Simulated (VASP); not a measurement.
CdS:

```xyz
2
Lattice="0.0000 2.9178 2.9178 2.9178 0.0000 2.9178 2.9178 2.9178 0.0000" Properties=species:S:1:pos:R:3 pbc="T T T"
Cd    0.0000    0.0000    0.0000
S     4.3768    4.3768    4.3768
```

The cell is a database's computed one.

Base run:

```yaml
Program: VASP 6.6.1
Functional: PBEsol
Potentials_or_basis: VASP PAW PBE potentials, release 64 (Cd, S)
Cutoff: 520 eV
k_mesh: 8 × 8 × 8
Occupations: gaussian, width 0.02 eV
Spin: no spin polarisation
```

Its results: band gap on the k mesh 1.01 eV, direct.

Question: The run is repeated on the same cell with these changes: functional from PBEsol to r2SCAN. What comes out?

Answer: Band gap on the k mesh 1.59 eV, direct.

r2SCAN gives the wider gap, since meta-GGAs in the generalised Kohn-Sham scheme recover part of the derivative discontinuity.
